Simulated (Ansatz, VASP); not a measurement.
Two plane-wave programs on Cr

```
Cr
1.0
     0.00000    2.87197    0.00000
     2.87197    0.00000    0.00000
     2.87197    2.87197   -2.87197
Cr
2
Direct
  0.00000 0.00000 0.00000
  0.00000 0.00000 0.50000
```

Alike in both runs: task single point; functional PBE; k mesh 20 × 20 × 10; occupations gaussian, width 0.05 eV; collinear spin.

|  | VASP | Ansatz |
| --- | --- | --- |
| version | VASP 6.6.1 | Ansatz 0.2.0 |
| potentials or method | VASP PAW PBE potentials, release 64 (Cr_pv) | scalar-relativistic, plane waves, PAW |
| plane-wave cutoff (eV) | 520 | 420 |
| valence electrons in the cell | 24 | 28 |

VASP gave:

```
gap on the k mesh at the Fermi level (eV)                     : none
pressure (GPa)                                                : -1.1
net moment per atom (μB)                                      : 0.00
size of the moment on the site where the two differ most (μB) : 1.17
```

Q: What did Ansatz give for the same quantities?

A: gap on the k mesh at the Fermi level (eV): none; pressure (GPa): -1.0; net moment per atom (μB): 0.00; size of the moment on the site where the two differ most (μB): 1.06.

Site moments also hang on the region over which each program counts them. A gap of «none» marks a metal or a gap that the smearing closes. The two sets of potentials don't hold the same shells in valence.
